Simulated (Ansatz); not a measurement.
**MgO: vibrational free energy, entropy and heat capacity**

All numbers below come from Ansatz, DFT PBE, scalar-relativistic, plane waves, PAW. Plane waves to 420 eV; Γ-centred k mesh 12×12×6; fixed occupations. No spin polarisation. Phonons by linear response, acoustic sum rule imposed.

Equilibrium structure at this level:
```
CELL_PARAMETERS angstrom
3.31504 0.00000 0.00000
-1.65752 2.87091 0.00000
0.00000 0.00000 5.12000
ATOMIC_POSITIONS crystal
Mg 0.33333 0.66667 0.00631
Mg 0.66667 0.33333 0.50631
O 0.33333 0.66667 0.39829
O 0.66667 0.33333 0.89829
```

It was relaxed at this level from a Materials Project cell. The q mesh is coarse, so values between its points are rough.

Force constants from linear response on a 3×3×1 q mesh, interpolated to a fine mesh.

Question: How much zero-point energy does an atom carry?

Answer: 72.1 meV.

Question: How large are the vibrational entropy and heat capacity at 300 K?

Answer: S = 1.85 k_B and C_V = 2.23 k_B per atom, 74 % of the Dulong–Petit value.

Question: Tabulate them against temperature.

Answer:
| T (K) | F_vib (meV/atom) | S (k_B/atom) | C_V (k_B/atom) |
| --- | --- | --- | --- |
| 100 | 71.4 | 0.28 | 0.63 |
| 200 | 65.8 | 1.05 | 1.65 |
| 300 | 53.3 | 1.85 | 2.23 |
| 400 | 34.3 | 2.53 | 2.52 |
| 500 | 9.9 | 3.11 | 2.68 |
| 600 | -19.1 | 3.61 | 2.77 |
| 700 | -52.1 | 4.04 | 2.83 |
| 800 | -88.6 | 4.42 | 2.87 |
| 900 | -128.2 | 4.76 | 2.89 |
| 1000 | -170.5 | 5.07 | 2.91 |
